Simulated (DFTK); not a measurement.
A run of DFTK 0.8.2 is set up as follows.

File run.jl:

```julia
using DFTK
using PseudoPotentialData
using Unitful, UnitfulAtomic
using LinearAlgebra, Printf
include("save.jl")
disable_threading()

# lattice vectors are the columns
lattice = austrip(1u"Å") * [           0.0   2.0859016414   2.0859016414;
             2.0859016414            0.0   2.0859016414;
             2.0859016414   2.0859016414            0.0]
symbols   = [:Ni, :O]
positions = [[0.0, 0.0, 0.0],
             [0.5, 0.5, 0.5]]
pseudopotentials = Dict(:Ni => "Ni.upf", :O => "O.upf")
elements = Dict(s => ElementPsp(s, pseudopotentials; rcut=10.0) for s in unique(symbols))
atoms    = [elements[s] for s in symbols]
magnetic_moments = [1.0, 0.0]

build_model(lattice, positions; symmetries=true) =
    model_DFT(lattice, atoms, positions;
              functionals=PBEsol(),
              magnetic_moments,
              spin_polarization=:collinear,
              temperature=austrip(0.05u"eV"),
              smearing=Smearing.FermiDirac(),
              symmetries)
Ecut  = 45.0  # hartree
kgrid = [9, 9, 9]
tol   = 1e-6
to_GPa = ustrip(uconvert(u"GPa", 1u"hartree/bohr^3"))

model = build_model(lattice, positions)
basis = PlaneWaveBasis(model; Ecut, kgrid)
display(basis)
scfres = self_consistent_field(basis;
                               tol,
                               ρ=guess_density(basis, magnetic_moments),
                               nbandsalg=AdaptiveBands(model; n_bands_converge=17))
display(scfres.energies)
@printf "Fermi level: %.6f eV\n" ustrip(auconvert(u"eV", something(scfres.εF, NaN)))
forces = compute_forces_cart(scfres)
println("Forces (eV/Å)")
for (s, f) in zip(symbols, forces)
    @printf "%-3s %12.6f %12.6f %12.6f\n" s ustrip.(auconvert.(u"eV/Å", f))...
end
stress = compute_stresses_cart(scfres)
println("Stress (GPa)")
display(round.(stress * to_GPa; digits=4))
@printf "Total moment: %.4f μB\n" sum(spin_density(scfres.ρ)) * scfres.basis.dvol
println("Levels at the first k-point (eV): ", round.(ustrip.(auconvert.(u"eV", scfres.eigenvalues[1][1:scfres.n_bands_converge])); digits=4))
save_scf!(scfres; forces, stress)

points = Dict("G" => [0.0, 0.0, 0.0], "K" => [0.375, 0.375, 0.75], "L" => [0.5, 0.5, 0.5], "U" => [0.625, 0.25, 0.625], "W" => [0.5, 0.25, 0.75], "X" => [0.5, 0.0, 0.5])
segments = [("G", "X", 7), ("X", "W", 4), ("W", "K", 3), ("K", "G", 7), ("G", "L", 6), ("L", "U", 4), ("U", "W", 3), ("W", "L", 5), ("L", "K", 4), ("U", "X", 3)]
kcoords = vcat([[points[a] + t * (points[b] - points[a]) for t in range(0, 1, n)] for (a, b, n) in segments]...)
bands = compute_bands(scfres, ExplicitKpoints(kcoords); n_bands=19, tol=1e-5)
for (k, ε) in zip(bands.basis.kpoints, bands.eigenvalues)
    @printf "%d %8.4f %8.4f %8.4f " k.spin k.coordinate...
    println(join([@sprintf("%9.4f", e) for e in ustrip.(auconvert.(u"eV", ε .- scfres.εF))]))
end
results["band_energies"] = rows(bands.eigenvalues); results["band_kpoints"] = rows(kcoords)
```

Potentials or basis: SG15 1.2 (PBE).

Command:

```bash
$ julia --threads=1 run.jl  # save.jl only writes the numbers to a file and isn't shown; printed stress counts tension as positive; times include loading and compiling
```

(1) What does it give for the pressure?

(2) What does it give for the band gap on the k mesh?

(3) Predict the net moment.

(4) Predict the site moments.

Results:

(1) -9.0 GPa.

(2) none (metal or under the smearing width).

(3) 1.06 μB per cell.

(4) Ni +0.89; O +0.16 μB.

Caveat: the potentials were made for another functional, which shifts forces and pressure; a cell with one magnetic atom can't hold antiferromagnetic order, which such compounds often take; semilocal functionals often make such compounds metallic where correlation or magnetic order opens a gap, which also shifts bond lengths.

The gap isn't set beside the measured one, since this odd mesh misses points on the zone boundary.
